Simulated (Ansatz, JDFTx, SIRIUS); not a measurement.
# One calculation of Zr, 3 ways

```
Zr
1.0
     3.23200    0.00000    0.00000
    -1.61600    2.79899    0.00000
     0.00000    0.00000    5.14700
Zr
2
Direct
  0.66667 0.33333 0.75000
  0.33333 0.66667 0.25000
```

Alike in all runs: task single point; functional PBEsol; k mesh 9 × 9 × 5; occupations fermi-dirac, width 0.05 eV; no spin polarisation; no spin-orbit coupling. Pressure is positive in compression and, in plane waves, holds the error of the finite cutoff.

| program and potentials | plane-wave cutoff (eV) | notes | pressure (GPa) |
| --- | --- | --- | --- |
| JDFTx, PseudoDojo-SR-PBEsol-0.4.1-standard with smoothed tails | 898 | - | -3.21 |
| Ansatz, all-electron LAPW, scalar-relativistic | - | - | -3.26 |
| SIRIUS, PseudoDojo 0.4.1 PBE standard (scalar relativistic) | 915 | potentials made for PBE | -3.15 |

The pressure spans -3.26 (Ansatz, all-electron LAPW, scalar-relativistic) to -3.15 GPa (SIRIUS, PseudoDojo 0.4.1 PBE standard (scalar relativistic)), with all-electron results at -3.26.

The functional is the same throughout but for its coding, so the spread measures potentials, basis and numerics; runs on potential files found faulty are left out.
